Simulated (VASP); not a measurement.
Output of a VASP run:

File OSZICAR:
```
       N       E                     dE             d eps       ncg     rms          rms(c)
DAV:   1     0.596281400002E+03    0.59628E+03   -0.26372E+04  4071   0.447E+03
DAV:   2     0.530531654097E+02   -0.54323E+03   -0.52474E+03  3371   0.970E+02
DAV:   3    -0.402854939335E+02   -0.93339E+02   -0.92577E+02  3485   0.234E+02
DAV:   4    -0.457473205844E+02   -0.54618E+01   -0.54347E+01  3710   0.663E+01
DAV:   5    -0.458842840709E+02   -0.13696E+00   -0.13691E+00  3663   0.104E+01    0.136E+01
DAV:   6    -0.412180915970E+02    0.46662E+01   -0.16268E+01  4929   0.831E+01    0.461E+00
DAV:   7    -0.412140734839E+02    0.40181E-02   -0.13461E+00  3590   0.695E+00    0.269E+00
DAV:   8    -0.411675015441E+02    0.46572E-01   -0.16387E-01  4493   0.542E+00    0.516E-01
DAV:   9    -0.411608366101E+02    0.66649E-02   -0.36093E-02  4805   0.322E+00    0.154E-01
DAV:  10    -0.411610411993E+02   -0.20459E-03   -0.22843E-03  3697   0.380E-01    0.652E-02
DAV:  11    -0.411610497862E+02   -0.85869E-05   -0.11964E-04  4418   0.199E-01    0.194E-02
DAV:  12    -0.411610485902E+02    0.11959E-05   -0.12477E-05  4619   0.830E-02    0.459E-03
DAV:  13    -0.411610487394E+02   -0.14920E-06   -0.53657E-06  4950   0.225E-02    0.336E-03
DAV:  14    -0.411610484812E+02    0.25823E-06   -0.89913E-07  4290   0.146E-02    0.912E-04
DAV:  15    -0.411610484936E+02   -0.12428E-07   -0.37274E-08  2362   0.158E-03
   1 F= -.41161048E+02 E0= -.41161048E+02  d E =0.000000E+00
```

### OUTCAR
```
------------------------ aborting loop because EDIFF is reached ----------------------------------------
  FORCE on cell =-STRESS in cart. coord.  units (eV):
  Direction    XX          YY          ZZ          XY          YZ          ZX
  --------------------------------------------------------------------------------------
  Total        0.0607908      0.0607908      0.0300029      0.0000000      0.0000000      0.0000000
  in kB        1.7234042      1.7234042      0.8505751      0.0000000      0.0000000      0.0000000
  external PRESSURE =       1.4324611 kB  Pullay stress =       0.0000000 kB
  volume of cell :       56.51
      direct lattice vectors                 reciprocal lattice vectors
     4.424231300  0.000000000  0.000000000     0.226027966  0.000000000  0.000000000
     0.000000000  4.424231300  0.000000000     0.000000000  0.226027966  0.000000000
     0.000000000  0.000000000  2.887258822     0.000000000  0.000000000  0.346349275
 POSITION                                       TOTAL-FORCE (eV/Angst)
 -----------------------------------------------------------------------------------
      0.00000      0.00000      0.00000         0.000000     -0.000000      0.000000
      2.21212      2.21212      1.44363         0.000000     -0.000000      0.000000
      1.35483      1.35483      0.00000        -0.004761     -0.004761     -0.000000
      3.56695      0.85728      1.44363        -0.004761      0.004761      0.000000
      0.85728      3.56695      1.44363         0.004761     -0.004761      0.000000
      3.06940      3.06940      0.00000         0.004761      0.004761      0.000000
 -----------------------------------------------------------------------------------
    total drift:                               -0.000000      0.000000     -0.000000
  FREE ENERGIE OF THE ION-ELECTRON SYSTEM (eV)
  ---------------------------------------------------
  free  energy   TOTEN  =       -41.1610484936 eV

  energy  without entropy=      -41.1610484936  energy(sigma->0) =      -41.16104849

 total charge

# of ion       s       p       d       tot
------------------------------------------
    1        0.902   1.150  10.449  12.501
    2        0.902   1.150  10.449  12.501
    3        1.553   3.536   0.000   5.089
    4        1.553   3.536   0.000   5.089
    5        1.553   3.536   0.000   5.089
    6        1.553   3.536   0.000   5.089
--------------------------------------------------
tot          8.018  16.444  20.898  45.359
```
(Selected blocks of OUTCAR.)

**POSCAR**
```
GeO2
1
    4.4242313004     0.0000000000     0.0000000000
    0.0000000000     4.4242313004     0.0000000000
    0.0000000000     0.0000000000     2.8872588222
Ge O
2 4
Direct
  0.0000000000   0.0000000000   0.0000000000
  0.5000000000   0.5000000000   0.5000000000
  0.3062297070   0.3062297070   0.0000000000
  0.8062297070   0.1937702930   0.5000000000
  0.1937702930   0.8062297070   0.5000000000
  0.6937702930   0.6937702930   0.0000000000
```

Question: Write an INCAR and KPOINTS that could have produced this output.

Answer: One answer among several that fit: the input of the run itself, PBEsol GGA, plane waves, VASP's PBE PAW potentials (set 64).

**INCAR**
```
! general
SYSTEM  = GeO2
PREC    = Accurate
ENCUT   = 520
LREAL   = F
LASPH   = T

! electronic loop
EDIFF   = 1E-7
NELM    = 100
ALGO    = Normal
LMAXMIX = 4

! smearing
ISMEAR  = -5

! functional
GGA     = PS

! ions
ISIF    = 2

! output
LWAVE   = F
LCHARG  = T
LORBIT  = 11
NEDOS   = 601

! other
LEFG    = T
```

**KPOINTS**
```
Automatic mesh
0
Gamma
6 6 9
0 0 0
```

POTCAR, in this order: Ge_d O (PBE.64 set). Program: vasp_std.

The compound is GeO2 in the rutile structure. It was relaxed first.
